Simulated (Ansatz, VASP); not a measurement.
## Two plane-wave programs on Zn2SnN

```
CELL_PARAMETERS angstrom
3.16172 0.00000 0.00000
-1.58086 2.73813 0.00000
0.00000 0.00000 7.31856
ATOMIC_POSITIONS crystal
Zn 0.33333 0.66667 0.66305
Zn 0.33333 0.66667 0.33695
Sn 0.00000 0.00000 0.00000
N 0.66667 0.33333 0.50000
```

Alike in both runs: functional PBE; k mesh 6 × 6 × 4; occupations gaussian, width 0.1 eV; no spin polarisation.

Ansatz relaxed the structure, and its values are those at the end. VASP's run is a single point on that final structure, the one shown.

```csv
,VASP,Ansatz
version,VASP 6.6.1,Ansatz 0.2.0
potentials or method,"VASP PAW PBE potentials, release 64 (Zn, Sn_d, N)","scalar-relativistic, plane waves, PAW"
plane-wave cutoff (eV),520,420
valence electrons in the cell,43,43
```

|  | VASP | Ansatz | Ansatz less VASP |
| --- | --- | --- | --- |
| gap on the k mesh at the Fermi level (eV) | none | none | - |
| pressure (GPa) | 0.3 | 0.1 | -0.28 |
| rms of the force components (eV/Å) | 0.021 | 0.000 | -0.0204 |

A gap of «none» marks a metal or a gap that the smearing closes.

Caveats: the k mesh is coarse (spacing up to 0.38 Å⁻¹), so the values aren't converged.
